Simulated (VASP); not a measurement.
A run of VASP 6.6.1 is set up as follows.

The input POSCAR:

```
HgTe
1.0
   -3.0456030000      3.0456030000      1.5594100000
    3.0456030000     -3.0456030000      1.5594100000
    3.0456030000      3.0456030000     -1.5594100000
Hg Te
1 1
Direct
    0.7500000000      0.2500000000      0.5000000000
    0.0000000000      0.0000000000      0.0000000000
```

The input INCAR.step1:

```
SYSTEM = HgTe
ALGO = Normal
EDIFF = 1E-5
ENCUT = 520
GGA = PE
ISIF = 2
ISMEAR = -1
LASPH = .True.
LREAL = .False.
LWAVE = .True.
NELM = 80
PREC = Accurate
SIGMA = 0.05
```

File INCAR.step2:

```
SYSTEM = HgTe
AEXX = 0.25
ALGO = Normal
EDIFF = 1E-7
ENCUT = 520
GGA = PE
HFSCREEN = 0.4
ISIF = 2
ISMEAR = -1
ISTART = 1
LASPH = .True.
LCHARG = .False.
LHFCALC = .True.
LREAL = .False.
LWAVE = .False.
NELM = 80
PREC = Accurate
PRECFOCK = Fast
SIGMA = 0.05
```

The input KPOINTS:

```
k-points
0
Gamma
  5 5 5
  0 0 0
```

Potentials or basis: VASP PAW PBE potentials, release 64 (Hg, Te).

The run is started by

```console
$ cat potpaw_PBE.64/Hg/POTCAR potpaw_PBE.64/Te/POTCAR > POTCAR
$ cp INCAR.step1 INCAR
$ mpirun -np 1 vasp_std > vasp.out
$ cp INCAR.step2 INCAR
$ mpirun -np 1 vasp_std > vasp.out
```

Problem. Estimate the band gap on the k mesh.

Solution. None (metal or under the smearing width).

Problem. Estimate the pressure.

Solution. -1.0 GPa.

Stress tensor (GPa, compression positive):
```
-2.71  0.00  0.00
 0.00 -2.71  0.00
 0.00  0.00  2.32
```

Caveat: the k mesh is coarse (spacing up to 0.45 Å⁻¹), so the values aren't converged, least of all with exact exchange; the PAW data sets were made with another functional, which shifts forces and pressure a little. The run has no spin-orbit coupling, so splittings on Hg, Te are missing.
